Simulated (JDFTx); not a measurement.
## PbSe (Clausthalite) under changes of volume

One of the cells (28.671 Å³/atom); the others are scaled copies at fixed shape and fractional positions:

```
CELL_PARAMETERS angstrom
0.00000 3.06065 3.06065
3.06065 0.00000 3.06065
3.06065 3.06065 0.00000
ATOMIC_POSITIONS crystal
Pb 0.00000 0.00000 0.00000
Se 0.50000 0.50000 0.50000
```

| Item | Value |
| --- | --- |
| Program | JDFTx 1.7.0 (patched build) |
| Functional | PBEsol |
| Potentials or basis | PseudoDojo-SR-PBEsol-0.4.1-standard with smoothed tails |
| Cutoff | 1170 eV |
| Density cutoff | 9361 eV |
| k mesh | 8 × 8 × 8 |
| Occupations | fermi-dirac, width 0.05 eV |
| Spin | no spin polarisation |

```tsv
volume (Å³/atom)	energy over the lowest point (meV/atom)	pressure (GPa)	gap on the mesh (eV)
26.951	13.24	3.1	0.01
27.524	4.50	1.8	0.07
28.097	0.22	0.6	0.14
28.671	0.00	-0.5	0.21
29.244	?	?	?
29.818	10.25	-2.3	0.33
30.391	20.02	-3.1	0.39
```

Task: What does the run at 29.244 Å³/atom give?

Result: Energy over the lowest point 3.47 meV/atom; pressure -1.5 GPa; gap on the mesh 0.27 eV.

Worked out: A Birch-Murnaghan fit of order 3 (a polynomial in V^(-2/3)) to the other rows has its minimum at 28.41 Å³/atom with B0 = V·E''(V) = 53 GPa and B' = 4.0. It gives 3.46 meV/atom at 29.244 Å³/atom, against the run's 3.47, and -dE/dV = -1.4 GPa, against -1.5.

Energies are extrapolated to zero smearing.

Caveats: spin-orbit coupling is left out, which as a rule narrows the gap of such compounds by several tenths of an eV.

A mesh can miss the band edges.
